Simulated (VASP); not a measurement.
# SnTe (F-43m) in VASP: further runs, part 2 of 2

VASP 6.6.1. The steps go on from the part before.

### Step 5. Single point, PBEsol, spin-orbit coupling, no magnetisation

The input, INCAR:

```
  ALGO = Normal
  EDIFF = 1E-7
  ENCUT = 350
  GGA = PS
  GGA_COMPAT = False
  ISIF = 2
  ISMEAR = 0
  LASPH = True
  LCHARG = False
  LNONCOLLINEAR = True
  LORBIT = 11
  LREAL = False
  LSORBIT = True
  LWAVE = False
  MAGMOM = 0 0 0 0 0 0
  NBANDS = 36
  NELM = 100
  PREC = Accurate
  SIGMA = 0.02
```

The input, KPOINTS:

```
k-points
0
Gamma
  6 6 6
```

The input, POSCAR:

```
SnTe
1.0
    0.0000000000      3.6111460000      3.6111460000
    3.6111460000      0.0000000000      3.6111460000
    3.6111460000      3.6111460000      0.0000000000
Te Sn
1 1
Direct
    0.2500000000      0.2500000000      0.2500000000
    0.0000000000      0.0000000000      0.0000000000
```

Potentials or basis: VASP PAW PBE potentials, release 64 (Te, Sn_d).

Command:

```console
> cat potpaw_PBE.64/Te/POTCAR potpaw_PBE.64/Sn_d/POTCAR > POTCAR
> mpirun -np 1 vasp_ncl > vasp.out
```

OUTCAR:

```text
EDIFF = 1E-7
   ENCUT = 350
   GGA = PS
   ISIF = 2
   ISMEAR = 0
   LASPH = True
   LNONCOLLINEAR = True
   LORBIT = 11
   LREAL = False
   LSORBIT = True
   NELM = 100
   PREC = Accurate

 Found     22 irreducible k-points:

 Following reciprocal coordinates:
            Coordinates               Weight
  0.000000  0.000000  0.000000      1.000000
  0.166667  0.000000  0.000000      4.000000
 -0.166667  0.000000  0.000000      4.000000
  0.333333  0.000000  0.000000      4.000000
 -0.333333  0.000000  0.000000      4.000000
  0.500000  0.000000  0.000000      4.000000
   k-points           NKPTS =     22   k-points in BZ     NKDIM =     22   number of bands    NBANDS=     36
   number of dos      NEDOS =    301   number of ions     NIONS =      2
   total plane-waves  NPLWV =  32768
   dimension x,y,z NGX =    32 NGY =   32 NGZ =   32
   dimension x,y,z NGXF=    64 NGYF=   64 NGZF=   64
   ions per type =               1   1
   NGX,Y,Z   is equivalent  to a cutoff of  10.42, 10.42, 10.42 a.u.
   NGXF,Y,Z  is equivalent  to a cutoff of  20.83, 20.83, 20.83 a.u.
 SYSTEM =  unknown system
   PREC   = accura    normal or accurate (medium, high low for compatibility)
   ISTART =      0    job   : 0-new  1-cont  2-samecut
[... 331 lines left out ...]
     0.0000000     0.0000000     0.0000000     0.0000000     0.0000000     0.0000000     0.0000000
     0.0000000     0.0000000     0.0000000     0.0000000     0.0000000     0.0000000     0.0000000
     0.0000000     0.0000000     0.0000000     0.0000000     0.0000000     0.0000000     0.0000000
     0.0000000     0.0000000     0.0000000     0.0000000     0.0000000     0.0000000     0.0000000

 Ion:    2  E_soc:     -0.1055284
 l=   1
     0.0000000    -0.0114438    -0.0114438
    -0.0114438     0.0000000    -0.0114438
    -0.0114438    -0.0114438     0.0000000
 l=   2
     0.0000000    -0.0012452     0.0000000    -0.0012452    -0.0048991
    -0.0012452     0.0000000    -0.0036743    -0.0012452    -0.0012248
     0.0000000    -0.0036743     0.0000000    -0.0036743     0.0000000
    -0.0012452    -0.0012452    -0.0036743     0.0000000    -0.0012248
    -0.0048991    -0.0012248     0.0000000    -0.0012248     0.0000000
 l=   3
     0.0000000     0.0000000     0.0000000     0.0000000     0.0000000     0.0000000     0.0000000
     0.0000000     0.0000000     0.0000000     0.0000000     0.0000000     0.0000000     0.0000000
     0.0000000     0.0000000     0.0000000     0.0000000     0.0000000     0.0000000     0.0000000
     0.0000000     0.0000000     0.0000000     0.0000000     0.0000000     0.0000000     0.0000000
     0.0000000     0.0000000     0.0000000     0.0000000     0.0000000     0.0000000     0.0000000
     0.0000000     0.0000000     0.0000000     0.0000000     0.0000000     0.0000000     0.0000000
     0.0000000     0.0000000     0.0000000     0.0000000     0.0000000     0.0000000     0.0000000

 total charge

# of ion       s       p       d       tot
------------------------------------------
    1        1.394   1.943   0.016   3.352
    2        1.390   0.703   9.957  12.051
--------------------------------------------------
tot          2.785   2.646   9.973  15.403

 magnetization (x)

# of ion       s       p       d       tot
------------------------------------------
    1        0.000  -0.000  -0.000  -0.000
    2       -0.000   0.000   0.000  -0.000
--------------------------------------------------
tot         -0.000  -0.000  -0.000  -0.000

 magnetization (y)

# of ion       s       p       d       tot
------------------------------------------
    1        0.000   0.000  -0.000  -0.000
    2        0.000   0.000   0.000   0.000
--------------------------------------------------
tot          0.000   0.000  -0.000  -0.000

 magnetization (z)

# of ion       s       p       d       tot
------------------------------------------
    1        0.000   0.000   0.000   0.000
    2       -0.000  -0.000   0.000  -0.000
--------------------------------------------------
tot         -0.000   0.000   0.000  -0.000
```

OSZICAR:

```text
N       E                     dE             d eps       ncg     rms          rms(c)
DAV:   1     0.138211292141E+03    0.13821E+03   -0.71446E+03  1620   0.869E+02
DAV:   2     0.110455489358E+02   -0.12717E+03   -0.12165E+03  1688   0.259E+02
DAV:   3    -0.708749613520E+01   -0.18133E+02   -0.17800E+02  1876   0.105E+02
DAV:   4    -0.787762841721E+01   -0.79013E+00   -0.78884E+00  1888   0.246E+01
DAV:   5    -0.790947595350E+01   -0.31848E-01   -0.31846E-01  2224   0.450E+00    0.495E+00
DAV:   6    -0.776722423711E+01    0.14225E+00   -0.25600E-01  1960   0.288E+00    0.323E+00
DAV:   7    -0.776308281805E+01    0.41414E-02   -0.71226E-02  1936   0.100E+00    0.171E+00
DAV:   8    -0.776252040077E+01    0.56242E-03   -0.33934E-03  1768   0.422E-01    0.687E-01
DAV:   9    -0.776300459477E+01   -0.48419E-03   -0.15331E-03  1884   0.251E-01    0.160E-01
DAV:  10    -0.776331848848E+01   -0.31389E-03   -0.56843E-04  1676   0.144E-01    0.432E-02
DAV:  11    -0.776355298039E+01   -0.23449E-03   -0.33069E-04  1692   0.993E-02    0.301E-02
DAV:  12    -0.776356821677E+01   -0.15236E-04   -0.64404E-05  1708   0.414E-02    0.178E-02
DAV:  13    -0.776357078831E+01   -0.25715E-05   -0.26479E-05  1896   0.183E-02    0.827E-03
DAV:  14    -0.776357195949E+01   -0.11712E-05   -0.20950E-06  1816   0.957E-03    0.555E-03
DAV:  15    -0.776357244345E+01   -0.48397E-06   -0.49527E-07  1532   0.320E-03    0.426E-03
DAV:  16    -0.776357255277E+01   -0.10932E-06   -0.15725E-07  1536   0.171E-03    0.181E-03
DAV:  17    -0.776357256305E+01   -0.10275E-07   -0.19924E-08  1244   0.100E-03
   1 F= -.77635726E+01 E0= -.77634544E+01  d E =-.236343E-03  mag=    -0.0000    -0.0000    -0.0000
```

stdout:

```text
POSCAR found type information on POSCAR TeSn
 POSCAR found :  2 types and       2 ions
 scaLAPACK will be used
 -----------------------------------------------------------------------------
|                                                                             |
|                                                                             |
|     You enforced a specific xc type in the INCAR file but a different       |
|     I HOPE YOU KNOW WHAT YOU ARE DOING!                                     |
|                                                                             |
 -----------------------------------------------------------------------------

 LDA part: xc-table for (Slater+PW92), standard interpolation
 POSCAR, INCAR and KPOINTS ok, starting setup
 FFT: planning ... GRIDC
 FFT: planning ... GRID_SOFT
 FFT: planning ... GRID
 WAVECAR not read
 entering main loop
```

Wall time 66 s (1 thread of Intel Xeon 6975P-C (Granite Rapids), shared host); peak memory 0.32 GiB.

The run converged, but some of its settings lie outside the range that counts as converged, so its numbers aren't taken as properties of the crystal.

What came out:

```yaml
Free_energy: -7.7636 eV
Pressure: -1.5 GPa
Valence_electrons_inside_the_program's_atomic_spheres: Te 3.35; Sn 12.05
```

Caveat: the PAW data sets were made with another functional, which shifts forces and pressure a little.

### Step 6. For comparison

An earlier run on the cell as given: functional PBEsol; potentials or basis VASP PAW PBE potentials, release 64 (Te, Sn_d); cutoff 520 eV; k mesh 7 × 7 × 7; occupations fermi-dirac, width 0.05 eV; no spin polarisation.

- Pressure: -1.4 GPa
- Band gap on the k mesh: 0.28 eV, indirect (least direct gap 0.79 eV)
